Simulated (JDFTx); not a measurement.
Runs of JDFTx 1.7.0 (patched build) on HfN. The structure is cubic, space group Fm-3m (No. 225). Conventional cell: a = 4.512 Å, b = 4.512 Å, c = 4.512 Å, α = 90.00°, β = 90.00°, γ = 90.00°. Around Hf (site symmetry m-3m) lie 6 N at 2.26 Å. N (site symmetry m-3m) has 6 Hf at 2.26 Å as nearest neighbours. 

```tsv
level	potentials or basis	k mesh	cutoff (eV)	V0 of scaled cells (Å³/atom)	B0 (GPa)
LDA	PseudoDojo-SR-LDA-0.4.1-standard with smoothed tails	10 × 10 × 10	1143	(b)	311
r2SCAN	SG15-PBE-1.2 with smoothed tails	8 × 8 × 8	1361	11.20	298
PBEsol	PseudoDojo-SR-PBEsol-0.4.1-standard with smoothed tails	10 × 10 × 10	1143	11.37	(a)
RPBE	PseudoDojo-SR-PBE-0.5-standard with smoothed tails	10 × 10 × 10	1143	(c)	254
```

Alike in all rows: task equation of state; no spin polarisation; cell as given; smearing fermi-dirac 0.05 eV.

**Question.** Fill in the values left out.

**Answer.** (a) 287; (b) 10.99; (c) 11.91.

Caveats: the potentials were made for another functional, which shifts forces and pressure (some runs).

Runs at the PBE level aren't shown here.
